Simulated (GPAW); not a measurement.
Wanted: an ASE script for a GPAW 26.7.0 run.

| Item | Value |
| --- | --- |
| Task | single point |
| Functional | LDA |
| Potentials or basis | the program's PAW data sets (release 1.2.1) made for this functional |
| Cutoff | 650 eV |
| Basis | pw |
| k mesh | 10 × 10 × 6 |
| Occupations | fermi-dirac, width 0.05 eV |
| Spin | no spin polarisation |
| Maxiter | 120 |
| Convergence | default |

Crystal: C.

```xyz
2
Lattice="2.1273 -1.2283 0.0000 2.1273 1.2283 0.0000 -1.3791 0.0000 3.5028" Properties=species:S:1:pos:R:3 pbc="T T T"
C    -0.6699    0.0000    3.5025
C     3.5455    0.0000    0.0003
```

This is a stacking variant of graphite.

The input as run:

run.py

```python
from ase import Atoms
from ase.dft.bandgap import bandgap
from ase.io import write
from ase.units import GPa
from gpaw import GPAW, PW

atoms = Atoms(['C', 'C'],
              cell=[[2.1273203072, -1.22828244, 0.0],
                    [2.1273203072, 1.22828244, 0.0],
                    [-1.3790696309, 0.0, 3.5028300786]],
              scaled_positions=[[0.16664447, 0.16664447, 0.99990696],
                                [0.83335553, 0.83335553, 0.00009304]],
              pbc=True)

calc = GPAW(mode=PW(650),
            xc='LDA',
            kpts={'size': (10, 10, 6), 'gamma': True},
            occupations={'name': 'fermi-dirac', 'width': 0.05},
            nbands=11,
            maxiter=120,
            txt='gpaw.txt')
atoms.calc = calc
energy = atoms.get_potential_energy()
forces = atoms.get_forces()
stress = atoms.get_stress()
calc.write('gs.gpw')
write('result.traj', atoms)
print(f'Energy: {energy:.6f} eV')
print('Forces (eV/A):')
print(forces.round(4))
print('Stress (GPa):', (stress / GPa).round(3))
print('Fermi level:', round(calc.get_fermi_level(), 4), 'eV')
print(f'Gap: {bandgap(calc)[0]:.4f} eV, direct: {bandgap(calc, direct=True)[0]:.4f} eV')
```

Potentials or basis: the program's PAW data sets (release 1.2.1) made for this functional, pw.

Launch:

```console
$ OMP_NUM_THREADS=1 python run.py
```

It gave:

```json
{"Pressure": "-3.9 GPa", "Largest force": "0.005 eV/Å", "Band gap on the k mesh": "1.35 eV, indirect (least direct gap 1.38 eV)"}
```

Caveat: the cutoff is short for stress and forces, so pressures can be off by a GPa or more.

Run time: 12 s on 1 thread of INTEL(R) XEON(R) PLATINUM 8581C CPU @ 2.30GHz (Emerald Rapids), on a shared host, peak memory 0.16 GiB.
